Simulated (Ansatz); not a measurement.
# Relaxation of F

All numbers below come from DFT PBE+D3(BJ), scalar-relativistic, plane waves, PAW in Ansatz. Run with 420 eV cutoff, 8×8×4 k-mesh, Gaussian smearing of 0.02 eV, no spin polarisation.

What was changed in Cl: Cl → F on all its sites, cell and atoms relaxed.

Command:

```bash
ansatz run input.yaml --threads 1 --pin off --max-ram 2560MiB --backend cpu --events-out ev --progress --plain --runs-dir out
```

Input:

```yaml
crystal:
  lattice:
    - [2.6985391968, -1.684217366, 0.0]
    - [2.6985391968, 1.684217366, 0.0]
    - [0.0, 0.0, 7.0852970862]
  atoms:
    - { symbol: F, position: [0.0776503151, 0.9223496849, 0.092931737] }
    - { symbol: F, position: [0.5776503151, 0.4223496849, 0.407068263] }
    - { symbol: F, position: [0.9223496849, 0.0776503151, 0.907068263] }
    - { symbol: F, position: [0.4223496849, 0.5776503151, 0.592931737] }
basis:
  ecutwfc: 420
kpoints:
  mp_grid: { grid: [8, 8, 4] }
hamiltonian:
  xc: pbe
  dispersion: d3bj
scf:
  occupations: { method: gaussian, width: 0.02 }
output:
  forces: true
  stress: true
  eigenvalues: true
relax:
  adjacent_minimum: "off"
  f_tol: 0.01
  max_steps: 60
  cell: { stress_tol: 0.1 }
```

F is the free energy. Steps run on the plane waves of an earlier cell, but the last one, and at times one on the way, on a freshly chosen basis, so a repeated geometry can differ a little in energy.

Steps:

| step | F − F(1) (eV) | largest force component (eV/Å) | V (Å³/atom) | P (GPa) |
| --- | --- | --- | --- | --- |
| 1 | 0.0000 | 0.005 | 16.101 | 0.25 |
| 2 | 0.0072 | 0.004 | 16.411 | -0.11 |
| 3 | 0.0060 | 0.011 | 16.350 | -0.09 |
| 4 | 0.0045 | 0.014 | 16.248 | -0.03 |
| 5 | 0.0049 | 0.088 | 16.247 | 0.23 |
| 6 | 0.0046 | 0.001 | 16.250 | 0.00 |
| 7 | -0.0036 | 0.002 | 16.250 | 0.22 |
| 8 | 0.0005 | 0.001 | 16.398 | 0.10 |
| 9 | 0.0044 | 0.001 | 16.531 | 0.02 |
| 10 | 0.0054 | 0.005 | 16.590 | 0.02 |
| 11 | 0.0066 | 0.001 | 16.649 | 0.00 |
| 12 | -0.0064 | 0.001 | 16.649 | 0.12 |
| 13 | -0.0023 | 0.000 | 16.775 | 0.02 |
| 14 | -0.0076 | 0.001 | 16.775 | 0.09 |
| 15 | -0.0043 | 0.003 | 16.880 | 0.01 |
| 16 | -0.0084 | 0.003 | 16.880 | 0.07 |
| 17 | -0.0044 | 0.026 | 17.012 | 0.06 |
| 18 | -0.0046 | 0.000 | 17.003 | 0.00 |
| 19 | -0.0089 | 0.001 | 17.003 | 0.05 |
| 20 | -0.0066 | 0.000 | 17.080 | 0.01 |
| 21 | -0.0093 | 0.001 | 17.080 | 0.04 |

Relaxed structure:

```cif
data_structure
_symmetry_space_group_name_H-M 'P 1'
_symmetry_Int_Tables_number 1
_cell_length_a 3.3236
_cell_length_b 3.3236
_cell_length_c 6.8647
_cell_angle_alpha 90.000
_cell_angle_beta 90.000
_cell_angle_gamma 64.289
_cell_volume 68.32
loop_
_atom_site_label
_atom_site_type_symbol
_atom_site_fract_x
_atom_site_fract_y
_atom_site_fract_z
_atom_site_occupancy
F1 F 0.08426 0.91574 0.09367 1
F2 F 0.58426 0.41574 0.40633 1
F3 F 0.91574 0.08426 0.90633 1
F4 F 0.41574 0.58426 0.59367 1
```

The structure is orthorhombic, space group Cmce (No. 64). The conventional cell has a = 5.628 Å, b = 3.537 Å, c = 6.865 Å, α = 90.00°, β = 90.00°, γ = 90.00°. Around F (site symmetry m) lie 1 F at 1.42 Å.

The run converged. Time: 36 s on 1 thread of Intel(R) Xeon(R) 6975P-C (Granite Rapids) (shared host), peak memory 0.41 GiB.